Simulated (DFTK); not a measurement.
Runs of DFTK 0.8.2 on TiC. The structure is cubic, space group Fm-3m (No. 225). The conventional cell has a = 4.331 Å, b = 4.331 Å, c = 4.331 Å, α = 90.00°, β = 90.00°, γ = 90.00°. Around Ti (site symmetry m-3m) lie 6 C at 2.17 Å. C (site symmetry m-3m) is surrounded by 6 Ti at 2.17 Å. The cell is a database's computed one.

| task | level | potentials or basis | cell | k mesh | cutoff (eV) | SCF tolerance on the density | symmetries used | SCF solver | mesh quality | gap on the mesh (eV) | pressure (GPa) | V0 of scaled cells (Å³/atom) | B0 (GPa) |
| --- | --- | --- | --- | --- | --- | --- | --- | --- | --- | --- | --- | --- | --- |
| band structure | PBEsol | SPMS 1.0 (PBE) | as given | 11 × 11 × 11 | 1225 | 1e-06 | - | - | not flagged | none | (c) | - | - |
| band structure | r2SCAN | in-house norm-conserving set (r2SCAN, scalar relativistic) | as given | 9 × 9 × 9 | 1197 | 1e-06 | - | ScfAndersonSolver | not flagged | none | (a) | - | - |
| equation of state | PBEsol | PseudoDojo 0.4 stringent (PBEsol) | as given | 7 × 7 × 7 | 1143 | 1e-06 | - | - | not flagged | - | - | 9.90 | 267 |
| single point | PBEsol | dojo.nc.sr.pbesol.v0_4_1.standard.upf (PBEsol) | atoms moved at random, drawn with an rms of 0.05 Å | 11 × 11 × 11 | 1143 | 1e-06 | - | - | not flagged | none | -6.1 | - | - |
| equation of state | LDA | dojo.nc.sr.lda.v0_4_1.standard.upf (LDA) | as given | 7 × 7 × 7 | 1143 | 1e-06 | - | - | not flagged | - | - | (b) | 282 |
| equation of state | PBEsol | dojo.nc.sr.pbesol.v0_4_1.standard.upf (PBEsol) | as given | 11 × 11 × 11 | 1143 | 1e-06 | - | - | not flagged | - | - | 9.90 | 268 |
| single point | PBE | SG15 1.2 (PBE) | as given | 2 × 2 × 2 | 1225 | 1e-05 | no | - | coarse | none | 13.6 | - | - |
| single point | PBEsol | dojo.nc.sr.pbesol.v0_4_1.standard.upf (PBEsol) | as given | 11 × 11 × 11 | 1143 | 1e-06 | - | - | not flagged | none | -6.5 | - | - |

Alike in all rows: no spin polarisation; smearing fermi-dirac 0.05 eV.

Problem. Estimate the missing entries.

Solution. (a) -0.7; (b) 9.68; (c) -6.4.

Caveats: some runs use coarse meshes; the potentials were made for another functional, which shifts forces and pressure (some runs); the program warned that the kinetic-energy density falls under its von Weizsäcker bound, which can give unphysical results (some runs).

A gap of «none» marks a metal or a gap under the smearing width.
